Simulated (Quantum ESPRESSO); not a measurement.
KBr in Quantum ESPRESSO: convergence with k mesh

Input of the first run (k mesh 1 × 1 × 1); the others differ in this setting and in those tied to it:

File pw.in:

```
&CONTROL
  calculation = 'scf'
  prefix = 'pwscf'
  outdir = './tmp'
  pseudo_dir = './pseudo'
  tprnfor = .true.
  tstress = .true.
  disk_io = 'nowf'
/
&SYSTEM
  ibrav = 0
  nat = 2
  ntyp = 2
  ecutwfc = 74
  nbnd = 28
  occupations = 'smearing'
  smearing = 'mv'
  degauss = 0.00734986
  noncolin = .true.
  lspinorb = .true.
/
&ELECTRONS
  conv_thr = 4d-10
  electron_maxstep = 120
  mixing_beta = 0.5
/
ATOMIC_SPECIES
Br    79.9040 Br.upf
K     39.0983 K.upf
CELL_PARAMETERS angstrom
   0.0000000000    3.3000000000    3.3000000000
   3.3000000000    0.0000000000    3.3000000000
   3.3000000000    3.3000000000    0.0000000000
ATOMIC_POSITIONS crystal
Br     0.5000000000    0.5000000000    0.5000000000
K      0.0000000000    0.0000000000    0.0000000000
K_POINTS automatic
1 1 1 0 0 0
```

Potentials or basis: PseudoDojo 0.4 FR PBE standard.

Launch:

```console
$ OMP_NUM_THREADS=1 pw.x -in pw.in > pw.out
```

Hardware: 1 thread of Arm Neoverse V1, with other jobs on the host.

**Question.** The values tried are 1 × 1 × 1, 2 × 2 × 2, 3 × 3 × 3, 4 × 4 × 4, 5 × 5 × 5, 6 × 6 × 6, 7 × 7 × 7, 8 × 8 × 8, 10 × 10 × 10, loosest first. From which on does the energy stay within 1 meV/atom of the tightest run that finished?

**Answer.** From 4 × 4 × 4 on.

```
      k mesh  energy less the tightest run, at zero smearing (meV/atom)  pressure (GPa)  gap on the mesh (eV)  SCF cycles  CPU time (s)  peak memory (GiB)
   1 × 1 × 1                                                    1610.32           12.92                 3.409          10             8               0.16
   2 × 2 × 2                                                      52.65            1.25                 4.239           9            21               0.17
   3 × 3 × 3                                                       2.75            0.75                 4.272           9            28               0.17
   4 × 4 × 4                                                       0.22            0.72                 4.275           9            53               0.19
   5 × 5 × 5                                                       0.02            0.72                 4.275           9            67                0.2
   6 × 6 × 6                                                       0.00            0.72                 4.275           9           110               0.22
   7 × 7 × 7                                                       0.00            0.72                 4.275           9           140               0.24
   8 × 8 × 8                                                       0.00            0.72                 4.275           9           190               0.28
10 × 10 × 10                                                       0.00            0.72                 4.275           9           310               0.36
```

Against the tightest run, the pressure stays within 0.1 GPa from 3 × 3 × 3 on; the gap on the mesh stays within 0.01 eV from 3 × 3 × 3 on. Meshes of other sizes hit other points, so gaps and Fermi surfaces needn't settle smoothly. The tightest run that finished is the yardstick and may itself not be fully converged.

Caveat, for the tightest run too: this smearing can shift energies of a crystal with a gap.
